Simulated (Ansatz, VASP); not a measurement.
**MgO: VASP beside Ansatz**

The input POSCAR:

```
MgO
1.0
    2.7516308250      0.0000000000      0.0000000000
    0.0000000000      2.6233490561      0.0000000000
    0.0000000000      0.0000000000      2.6233490561
Mg O
1 1
Direct
    0.0000000000      0.0000000000      0.0000000000
    0.5000000000      0.5000000000      0.5000000000
```

INCAR.step1

```
SYSTEM = MgO
PREC = Accurate
ENCUT = 520
EDIFF = 1E-5
ISMEAR = 0
SIGMA = 0.01
LREAL = .False.
LASPH = .True.
NELM = 80
ALGO = Normal
ISIF = 2
LWAVE = .True.
LCHARG = .False.
NBANDS = 11
GGA = PE
```

Contents of INCAR.step2:

```
SYSTEM = MgO
PREC = Accurate
ENCUT = 520
EDIFF = 1E-6
ISMEAR = 0
SIGMA = 0.01
LREAL = .False.
LASPH = .True.
NELM = 80
ALGO = Normal
ISIF = 2
LWAVE = .False.
LCHARG = .False.
GGA = PE
LHFCALC = .True.
HFSCREEN = 0.2079
PRECFOCK = Normal
NBANDS = 11
ISTART = 1
```

File KPOINTS:

```
Automatic mesh
0
Gamma
  6 6 6
  0 0 0
```

Input for Ansatz:

```yaml
crystal:
  lattice:
    - [2.751630825, 0.0, 0.0]
    - [0.0, 2.6233490561, 0.0]
    - [0.0, 0.0, 2.6233490561]
  atoms:
    - { symbol: Mg, position: [0.0, 0.0, 0.0] }
    - { symbol: O, position: [0.5, 0.5, 0.5] }
kpoints:
  mp_grid: { grid: [6, 6, 6] }
  band_path:
    path: [[0.0, 0.0, 0.0], [0.0, 0.5, 0.0], [0.5, 0.5, 0.0], [0.5, 0.5, 0.5]]
    npoints: 1
hamiltonian:
  xc: hse06
scf:
  occupations: { method: fixed }
  n_extra_bands: 4
output:
  forces: true
  stress: true
  eigenvalues: true
```

Change from the starting cell: uniaxial_x strain +4.9%.

Alike in both runs: task single point; functional HSE06; k mesh 6 × 6 × 6; no spin polarisation.

|  | VASP | Ansatz |
| --- | --- | --- |
| version | VASP 6.6.1 | Ansatz 0.2.0 |
| potentials or method | VASP PAW PBE potentials, release 64 (Mg, O) | plane waves, PAW |
| plane-wave cutoff (eV) | 520 | 420 |
| occupations | gaussian, width 0.01 eV | fixed |
| valence electrons in the cell | 8 | 16 |

|  | VASP | Ansatz | Ansatz less VASP |
| --- | --- | --- | --- |
| gap on the k mesh at the Fermi level (eV) | 3.41 | 3.47 | +0.059 |
| pressure (GPa) | -7.7 | -7.2 | +0.44 |
| largest component of the traceless stress (GPa) | 20.35 | 20.31 | -0.036 |

The two sets of potentials don't hold the same shells in valence. Ansatz warned: «stress_exchange_threshold_loose».

Caveats: the PAW data sets were made with another functional, which shifts forces and pressure a little (VASP). A k mesh can miss the band edges.
